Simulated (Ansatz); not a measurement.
# Stack of 1T-TaSe2 under honeycomb BeS, shifted by two thirds of the diagonal in a perpendicular field, part 2 of 3

Wanted: the out-of-plane response of the stack of 1T-TaSe2 under honeycomb BeS, shifted by two thirds of the diagonal. A positive field points along +c.

Ansatz 0.2.0; plane-wave DFT, PBE-D3(BJ), Ansatz PAW.

So far. Step 2 (Relaxing the slab): The lattice constant a goes from 3.465 to 3.444 Å.

## (3) Single point, field 0, start network

A sawtooth potential applies the field, turning back in the middle of the vacuum. With the dipole correction the typed value is the field outside the slab. The induced dipole is small, so the SCF threshold is tight.

The cell differs from the one that the last finished run ended in (c 44.618 → 25.029 Å).

Input file input.yaml:

```yaml
crystal:
  lattice:
    - [3.4439282288, 0.0, 0.0]
    - [-1.7219641144, 2.9825293349, 0.0]
    - [0.0, 0.0, 25.0289208039]
  atoms:
    - { symbol: Se, position: [0.6666666667, 0.3333333333, 0.3595840216] }
    - { symbol: Ta, position: [0.0, 0.0, 0.4263172607] }
    - { symbol: Se, position: [0.3333333333, 0.6666666667, 0.4929235603] }
    - { symbol: S, position: [0.3333333333, 0.6666666667, 0.6404159784] }
    - { symbol: Be, position: [0.0, 0.0, 0.6393727586] }
kpoints:
  mp_grid: { grid: [18, 18, 1] }
  band_path:
    path: [[0, 0, 0], [0.5, 0, 0], [0.33333333, 0.33333333, 0], [0, 0, 0]]
    npoints: 16
hamiltonian:
  xc: pbe
  dispersion: d3bj
scf:
  occupations: { method: fermi_dirac, width: 0.05 }
  convergence: { dr2_threshold: 1.0e-10 }
efield:
  axis: 3
  dipole_correction: true
  ramp_position: 0.97
  ramp_width: 0.06
  amplitude: 0
output:
  dos: { projected: true, e_range: [-6, 5] }
  bader: true
  write_potential: true
  write_density: true
  volumetric_format: npy
  elf: true
```

Command:

```bash
ansatz run input.yaml --threads 4 --pin off --max-ram 6144MiB --backend cpu --events-out ev --progress --plain --runs-dir out
```

Numbers of over 12 decimals in the logs are rounded to 6 here.

Log:

```text
[...]
Crystal: 5 atoms, lattice volume = 257.087 Å³
Basis set: ecut = 420 eV, 4991 PW (Γ)
Bands: 32, of which v1, the nominal top of the filled ones, is band 27 counted from 1 (26 counted from 0)
Symmetry: 6 space group operations
[...]
k-points: 37 of 324 (time reversal used)
[...]
SCF iter   1: F=—  HF=-21870.709652 eV  |F-HF|=—  |Δ(HF+E_count)|=         —  Δρ=1.86e-3  dr2=1.04e-1  ethr=1.77e-3  p=-0.001 e·Å  D=-9.35e-4 V/Å  ΔV_dip=0.02 eV  dr2_dipole=2.24e-2  V_vac-E_F(+/−)=4.77/4.75 eV  ⟨swp⟩=9.6  Hψ=5868  notcnv=0
efield: sawtooth ramp at fractional position 0.9700 (set: `efield.ramp_position`, or a place that a band, a saddle search or an elastic batch's reference lends), width 0.0600; the density the first Hamiltonian is built on has a dipole p = -0.001 e·Å; the dipole correction subtracts the counter field D = -9.35e-4 V/Å, which shifts the + side's vacuum level by +0.02 eV against the − side's; the planar-averaged density in the ramp window peaks in size at 2.6e-5 e/Å³
[...]
SCF iter   2: F=—  HF=-21870.696563 eV  |F-HF|=—  |Δ(HF+E_count)|=   1.31e-2  Δρ=1.02e-3  dr2=5.95e-3  ethr=1.97e-4  p=0.004 e·Å  D=2.98e-3 V/Å  ΔV_dip=-0.07 eV  dr2_dipole=1.74e-4  V_vac-E_F(+/−)=4.60/4.67 eV  ⟨swp⟩=2.7  Hψ=1954  notcnv=0  defer=19
[...]
SCF iter  10: F=-21870.695556 eV  HF=-21870.695556 eV  |F-HF|=2.91e-11  |Δ(HF+E_count)|=  1.86e-10  Δρ=9.18e-8  dr2=3.00e-11  ethr=1.00e-12  p=0.008 e·Å  D=5.76e-3 V/Å  ΔV_dip=-0.14 eV  dr2_dipole=1.08e-12  V_vac-E_F(+/−)=4.50/4.65 eV  ⟨swp⟩=6.8  Hψ=3577  notcnv=0
SCF 1 converged in 10 iterations: F = -21870.695556 eV  dr2 = 3.00e-11
[...]
NSCF: frozen V_eff on 49 k-points
efield: sawtooth ramp at fractional position 0.9700 (kept from the solve that this one continues, or follows in the run), width 0.0600; the density the first Hamiltonian is built on has a dipole p = 0.008 e·Å; the dipole correction subtracts the counter field D = 5.76e-3 V/Å, which shifts the + side's vacuum level by -0.14 eV against the − side's; the planar-averaged density in the ramp window peaks in size at 1.4e-5 e/Å³
WARN: The output density's exchange-correlation potential varies sharply where the density is thin. Do not read a vacuum level from v_tot or v_xc, or from such a field of the output density. On a cell that repeats whose density bears no net charge and no dipole along the vacuum's axis use v_es (v_loc + v_h of the components); under efield.dipole_correction with no amplitude use v_es + v_field, which holds any externa [...]
SCF converged after 10 iterations
Free energy (F): -21870.695556 eV
[...]
Internal energy: -21870.681303 eV  (E = F + TS)
E sigma→0 (E₀):  -21870.688430 eV
Entropy (-TS):   -0.014252 eV (-2.850 meV/atom)
Fermi energy:    0.889271 eV
Dipole field:    D = 0.005760 V/Å  (p = 0.008184 e·Å, saw-weighted, corrected)
Work function:   Φ+ = 4.5047 eV   Φ− = 4.6489 eV
Levels:          The Fermi level and band energies are counted from a zero that moves with the ramp; work functions are not
[...]
--- Band table (eV; the first three rows and the last of 37) ---
  k-point 0: bands = [... 23 lower, -1.5327, 0.9156, 0.9156, 0.9737, 1.1505, 1.1505, 4.2561, 4.8926, ... 1 higher]
  k-point 1: bands = [... 23 lower, -1.3398, 0.2895, 0.5533, 1.0066, 1.4814, 1.5093, 4.3346, 4.6432, ... 1 higher]
  k-point 2: bands = [... 23 lower, -1.1038, -0.5704, 0.1316, 0.9296, 1.7631, 1.9190, 4.1614, 4.5935, ... 1 higher]
  k-point 36: bands = [... 23 lower, -2.5084, -2.4716, -1.0263, 2.3411, 2.3723, 2.4240, 3.4337, 4.8895, ... 1 higher]
--- Bader charges: 5 sites ---
  site symbol  charge [e]  shift [e]
     0     Se     -0.7864     0.0025
     1     Ta      1.5742     0.0049
     2     Se     -0.7959     0.0025
     3      S     -1.6277     0.0002
     4     Be      1.6358     0.0002
  estimated error of the sums over rays = 6.0e-4 e
```

Run time: 22 s. Hardware: 4 threads of Arm Neoverse V2, shared host; peak memory 0.73 GiB; 83 s of CPU time.

In the SCF lines HF is the Harris–Foulkes energy and dr2 the Hartree energy of the density residual, in eV; the loop may stop once dr2 is under the threshold and the program's other checks hold. Hψ counts applications of the Hamiltonian.

This step gave:

```yaml
energy_at_zero_smearing: -21870.6884 eV
work_function_upper_face: 4.505 eV
work_function_lower_face: 4.649 eV
dipole_along_the_normal: 0.008184 e·Å
step_between_the_vacuum_levels: -0.1442 eV
```

Running mean over a fixed 2.6 Å (it still follows the layers) of the planar mean; the ramp of the sawtooth is left out. Table of electron's electrostatic potential energy less the Fermi level by z:

```
z (Å)  electron's electrostatic potential energy less the Fermi level (eV)
  3.5                                                                 4.65
  4.0                                                                 4.65
  4.5                                                                 4.65
  5.0                                                                 4.65
  5.5                                                                 4.64
  6.0                                                                 4.61
  6.5                                                                 4.47
  7.0                                                                 3.82
  7.5                                                                 2.36
  8.0                                                                0.631
  8.5                                                                -1.28
  9.0                                                                -3.73
  9.5                                                                -6.97
 10.0                                                                -8.74
 10.5                                                                -9.13
 11.0                                                                -9.07
 11.5                                                                -8.43
 12.0                                                                -6.01
 12.5                                                                -2.88
 13.0                                                               -0.778
 13.5                                                                0.879
 14.0                                                                 1.79
 14.5                                                                0.651
 15.0                                                                -2.22
 15.5                                                                -4.09
 16.0                                                                -4.49
 16.5                                                                -4.11
 17.0                                                                -2.29
 17.5                                                                0.955
 18.0                                                                 3.46
 18.5                                                                 4.27
 19.0                                                                 4.45
 19.5                                                                 4.49
 20.0                                                                 4.50
 20.5                                                                 4.50
 21.0                                                                 4.50
 21.5                                                                 4.50
```

The density of states has structure finer than the step of the table below, so its rows give means over 0.25 eV, whole bins alone (the curve runs from -6 to 1.99 eV). Peaks (eV: height): -4.810: 13.8, -4.100: 6.89, -3.960: 7.16, -3.550: 7.41, -3.240: 7.16, -2.940: 10.9, -2.030: 5.43.

The density of states by energy, zero at the Fermi level; means over each step:

```
energy (eV)  density of states (states/eV a cell)
      -5.75                                  2.30
      -5.50                                  2.76
      -5.25                                  2.61
      -5.00                                  2.04
      -4.75                                  5.18
      -4.50                                  2.27
      -4.25                                  3.65
      -4.00                                  5.72
      -3.75                                  3.19
      -3.50                                  5.44
      -3.25                                  5.17
      -3.00                                  4.90
      -2.75                                  5.26
      -2.50                                  1.83
      -2.25                                  4.19
      -2.00                                  3.91
      -1.75                                  1.71
      -1.50                                  1.46
      -1.25                                 0.586
      -1.00                                 0.742
      -0.75                                 0.986
      -0.50                                  1.08
      -0.25                                  1.24
       0.00                                  2.18
       0.25                                  1.17
       0.50                                 0.812
       0.75                                 0.908
       1.00                                  2.45
       1.25                                  1.89
       1.50                                  1.80
       1.75                                  1.71
```

Projected DOS per atom over height of the atomic layer and energy from the Fermi level. Layers: Se Ta Se BeS from below.

Ten even steps from '_' (0.00 states/eV) to '@' (1.66 states/eV), each cell a mean:
```
..##..__
..##..__
::%%::__
..--..__
__--____
..%%..__
..==..__
..--..__
......__
::..::__
==..==..
++::**++
==::--..
%%**%%==
****++==
**++**==
**++**++
--::----
@@++@@::
::::::::
------::
::--::::
```
Columns: height of the atomic layer (Å) from 9 to 16.0 (not evenly spaced); rows upwards: energy from the Fermi level (eV) from -5.96 to 1.96.

Electronic bands along the path, in eV, zero at the Fermi level:

```
  point  band 23  band 24  band 25  band 26  band 27  band 28  band 29  band 30
      Γ    -2.54    -2.42     0.03     0.03     0.08     0.26     0.26     3.37
halfway    -3.34    -2.87    -1.96    -1.41    -0.54     1.45     1.72     3.16
      M    -3.23    -2.81    -2.13    -1.41    -1.14     2.33     2.38     2.92
halfway    -3.55    -3.25    -2.80    -2.05     0.12     2.12     2.40     2.54
      K    -3.49    -3.40    -3.36    -1.92     1.45     1.48     1.53     2.54
halfway    -3.21    -2.81    -2.75    -1.80     0.29     0.82     2.18     3.13
      Γ    -2.54    -2.42     0.03     0.03     0.08     0.26     0.26     3.37
```

Valence density in the ca plane at fractional y = 0.667, with atoms of Se and S within 0.2 Å of it. It is the smooth field of the valence electrons, not physical close to the nuclei.

Values in e/Å³, 5 rows by 16 columns, each cell a mean:
```
 0  1  0  0  0  0  0  0  0  0  0  0  0  0  0  0
 0  0  0  0  0  0  0  0  0  0  0  0  0  0  0  0
 0  0  0  1  7  1  0  1  1  0  0  0  0  0  0  0
 0  0  0  1 16  1  0  1  1  0  0  0  0  0  0  0
 0  0  0  0  1  0  0  0  1  0  0  0  0  0  0  0
```
Columns run along c (16.0 Å, from fractional 0.32 to 0.96 of the cell), rows up along a (3.4 Å). Atoms in or near the plane, at fractional coordinates: Se at (0.49, 0.33), S at (0.64, 0.33).

Electrostatic potential energy in the ca plane at fractional y = 0.667, with atoms of Se and S within 0.2 Å of it. With pseudopotentials it is smooth inside the atoms' cores, unlike the true potential.

Values in eV, 5 rows by 16 columns, each cell a mean:
```
  5   5  -2  -5 -12  -3   3   5   4   1   1   5   5   5   5   5
  5   5   0  -2  -7  -3  -3   4   5   0  -1   5   5   5   5   5
  5   5   4   3   1 -10 -14  -1   4 -15 -17   4   5   5   5   5
  5   5   4   4   2 -12 -11  -3   4 -18 -20   4   5   5   5   5
  5   5   2   1  -3  -5 -10   2   5  -5  -6   5   5   5   5   5
```
Columns run along c (16.0 Å, from fractional 0.25 to 0.89 of the cell; values clipped at the 3rd and 97th percentile), rows up along a (3.4 Å). Atoms in or near the plane, at fractional coordinates: Se at (0.49, 0.33), S at (0.64, 0.33).

ELF in the ca plane at fractional y = 0.667, with atoms of Se and S within 0.2 Å of it. It is the smooth field of the valence electrons, not physical close to the nuclei.

Ten even steps from '0' (0.00) to '9' (0.86), each cell a mean:
```
78888522113443210002345542100000000000000000
88888522212221000001223221000000000000000000
67887521125666530013678764210000000000000000
34555421258889972027999998631000000000000000
00112222478768994038996899853100000000000000
00000113577316995049950399864100000000000000
00001123577537995048972599863100000000000000
12333322368889983037999999752100000000000000
56776421136888751015899987420000000000000000
```
Columns run along c (16.0 Å, from fractional 0.32 to 0.96 of the cell), rows up along a (3.4 Å). Atoms in or near the plane, at fractional coordinates: Se at (0.49, 0.33), S at (0.64, 0.33).

The work function of the upper face is 4.50 eV.

## (4) Atoms held, field 0.03 V/Å

Edit input.yaml of step 3 so:

```diff
@@ -27,6 +27,4 @@
   ramp_width: 0.06
-  amplitude: 0
+  amplitude: 0.03
 output:
-  dos: { projected: true, e_range: [-6, 5] }
-  bader: true
   write_potential: true
@@ -34,2 +32 @@
   volumetric_format: npy
-  elf: true
```

Log:

```text
[...]
Crystal: 5 atoms, lattice volume = 257.087 Å³
Basis set: ecut = 420 eV, 4991 PW (Γ)
Bands: 32, of which v1, the nominal top of the filled ones, is band 27 counted from 1 (26 counted from 0)
Symmetry: 6 space group operations
[...]
k-points: 37 of 324 (time reversal used)
[...]
k-point 0: bands = [... 23 lower, -1.5453, 0.9006, 0.9006, 0.9589, 1.1357, 1.1357, 4.2956, 4.8731, ... 1 higher]
  k-point 1: bands = [... 23 lower, -1.3532, 0.2746, 0.5384, 0.9918, 1.4665, 1.4944, 4.3745, 4.6264, ... 1 higher]
  k-point 2: bands = [... 23 lower, -1.1176, -0.5853, 0.1167, 0.9148, 1.7481, 1.9041, 4.1500, 4.6334, ... 1 higher]
  k-point 36: bands = [... 23 lower, -2.5233, -2.4898, -1.0057, 2.3267, 2.3571, 2.4092, 3.4555, 4.8767, ... 1 higher]
[key lines of the parts left out:]
SCF converged after 11 iterations
Free energy (F): -21870.696009 eV
Fermi energy:    0.874485 eV
Dipole field:    D = 0.015528 V/Å  (p = 0.022061 e·Å, saw-weighted, corrected)
```

Wall time 11 s (4 threads); peak memory 0.72 GiB.

The dipole is 0.0221 e·Å, 0.0139 e·Å from its value without field.

## (5) Single point, field -0.03 V/Å

Edit input.yaml of step 4 so:

```diff
@@ -27,3 +27,3 @@
   ramp_width: 0.06
-  amplitude: 0.03
+  amplitude: -0.03
 output:
```

Log:

```text
[...]
Crystal: 5 atoms, lattice volume = 257.087 Å³
Basis set: ecut = 420 eV, 4991 PW (Γ)
Bands: 32, of which v1, the nominal top of the filled ones, is band 27 counted from 1 (26 counted from 0)
Symmetry: 6 space group operations
[...]
k-points: 37 of 324 (time reversal used)
[...]
k-point 0: bands = [... 23 lower, -1.5201, 0.9305, 0.9305, 0.9884, 1.1653, 1.1653, 4.2129, 4.9074, ... 1 higher]
  k-point 1: bands = [... 23 lower, -1.3265, 0.3044, 0.5682, 1.0213, 1.4963, 1.5241, 4.2909, 4.6587, ... 1 higher]
  k-point 2: bands = [... 23 lower, -1.0900, -0.5555, 0.1465, 0.9444, 1.7780, 1.9339, 4.1708, 4.5519, ... 1 higher]
  k-point 36: bands = [... 23 lower, -2.4934, -2.4535, -1.0469, 2.3554, 2.3875, 2.4388, 3.4117, 4.9023, ... 1 higher]
[key lines of the parts left out:]
SCF converged after 11 iterations
Free energy (F): -21870.695518 eV
Fermi energy:    0.904035 eV
Dipole field:    D = -0.004003 V/Å  (p = -0.005688 e·Å, saw-weighted, corrected)
```

The job ended after 12 s (4 threads; peak memory 0.72 GiB).

The dipole is -0.00569 e·Å, -0.0139 e·Å from its value without field.

## (6) Atoms held, field 0.15 V/Å

Edit input.yaml of step 5 so:

```diff
@@ -25,5 +25,5 @@
   dipole_correction: true
-  ramp_position: 0.97
-  ramp_width: 0.06
-  amplitude: -0.03
+  ramp_position: 0.9501
+  ramp_width: 0.0939
+  amplitude: 0.15
 output:
```

Log:

```text
[...]
Crystal: 5 atoms, lattice volume = 257.087 Å³
Basis set: ecut = 420 eV, 4991 PW (Γ)
Bands: 32, of which v1, the nominal top of the filled ones, is band 27 counted from 1 (26 counted from 0)
Symmetry: 6 space group operations
[...]
k-points: 37 of 324 (time reversal used)
[...]
k-point 0: bands = [... 23 lower, -1.5323, 0.8477, 0.8477, 0.9065, 1.0832, 1.0832, 4.3932, 4.6274, ... 1 higher]
  k-point 1: bands = [... 23 lower, -1.3991, 0.2219, 0.4856, 0.9394, 1.4137, 1.4418, 4.4807, 4.5306, ... 1 higher]
  k-point 2: bands = [... 23 lower, -1.1656, -0.6381, 0.0639, 0.8625, 1.6949, 1.8515, 4.0995, 4.7471, ... 1 higher]
  k-point 36: bands = [... 23 lower, -2.5763, -2.5557, -0.9170, 2.2759, 2.3029, 2.3570, 3.5481, 4.8317, ... 1 higher]
[key lines of the parts left out:]
SCF converged after 11 iterations
Free energy (F): -21870.701991 eV
Fermi energy:    0.822178 eV
Dipole field:    D = 0.054659 V/Å  (p = 0.077657 e·Å, saw-weighted, corrected)
```

The job ended after 12 s (4 threads; peak memory 0.72 GiB; 45 s of CPU time).

The dipole is 0.0777 e·Å, 0.0695 e·Å from its value without field.

## (7) Single point, field 0.25 V/Å

Edit input.yaml of step 6 so:

```diff
@@ -27,3 +27,3 @@
   ramp_width: 0.0939
-  amplitude: 0.15
+  amplitude: 0.25
 output:
```

Log:

```text
[...]
Crystal: 5 atoms, lattice volume = 257.087 Å³
Basis set: ecut = 420 eV, 4991 PW (Γ)
Bands: 32, of which v1, the nominal top of the filled ones, is band 27 counted from 1 (26 counted from 0)
Symmetry: 6 space group operations
[...]
k-points: 37 of 324 (time reversal used)
[...]
k-point 0: bands = [... 23 lower, -1.4554, 0.8024, 0.8024, 0.8617, 1.0385, 1.0385, 4.1942, 4.5965, ... 1 higher]
  k-point 1: bands = [... 23 lower, -1.4374, 0.1769, 0.4406, 0.8946, 1.3685, 1.3969, 4.2554, 4.5081, ... 1 higher]
  k-point 2: bands = [... 23 lower, -1.2062, -0.6831, 0.0189, 0.8179, 1.6492, 1.8066, 4.0418, 4.5055, ... 1 higher]
  k-point 36: bands = [... 23 lower, -2.6214, -2.6115, -0.8451, 2.2324, 2.2568, 2.3124, 3.6222, 4.7925, ... 1 higher]
[key lines of the parts left out:]
SCF converged after 11 iterations
Free energy (F): -21870.712079 eV
Fermi energy:    0.777544 eV
Dipole field:    D = 0.087365 V/Å  (p = 0.124124 e·Å, saw-weighted, corrected)
```

Elapsed: 12 s, on 4 threads; peak memory 0.71 GiB; 46 s of CPU time.

The dipole is 0.124 e·Å, 0.116 e·Å from its value without field.

## (8) Single point, field -0.25 V/Å

Edit input.yaml of step 7 so:

```diff
@@ -27,4 +27,6 @@
   ramp_width: 0.0939
-  amplitude: 0.25
+  amplitude: -0.25
 output:
+  dos: { projected: true, e_range: [-6, 5] }
+  bader: true
   write_potential: true
@@ -32 +34,2 @@
   volumetric_format: npy
+  elf: true
```

Log:

```text
[...]
Crystal: 5 atoms, lattice volume = 257.087 Å³
Basis set: ecut = 420 eV, 4991 PW (Γ)
Bands: 32, of which v1, the nominal top of the filled ones, is band 27 counted from 1 (26 counted from 0)
Symmetry: 6 space group operations
[...]
k-points: 37 of 324 (time reversal used)
[...]
k-point 36: bands = [... 23 lower, -2.3977, -2.3342, -1.2115, 2.4465, 2.4850, 2.5327, 3.2331, 4.9796, ... 1 higher]
--- Bader charges: 5 sites ---
  site symbol  charge [e]  shift [e]
     0     Se     -0.7739     0.0025
     1     Ta      1.5743     0.0049
     2     Se     -0.8048     0.0025
     3      S     -1.6314     0.0002
     4     Be      1.6358     0.0002
  estimated error of the sums over rays = 5.9e-4 e
[key lines of the parts left out:]
SCF converged after 11 iterations
Free energy (F): -21870.707946 eV
Fermi energy:    0.998277 eV
Dipole field:    D = -0.075492 V/Å  (p = -0.107255 e·Å, saw-weighted, corrected)
```

Run time: 23 s. Hardware: 4 threads; peak memory 0.72 GiB.

The dipole is -0.107 e·Å, -0.115 e·Å from its value without field.

(Part 2 of 3 ends here.)

[Logs are printed without paths, hosts, clocks, repeated set-up lines and the standing remarks that a program may print on its own settings, such as how far it seeks lower states.]

[Hosts, paths, dates, database ids (printed as entryN), source tags and the programs' standing remarks are cut or masked in the printed files.]

[Maps of the electrostatic potential energy from Ansatz leave out the sawtooth potential of an applied field or a dipole correction, so their vacuum need not be flat; planar profiles and work functions include it.]

[The density of states shown here was stored with 400 of the rows of the run's finer table, so its peaks can read low, often by over a quarter, or be missed, and its means over a window can be off by a tenth or more.]
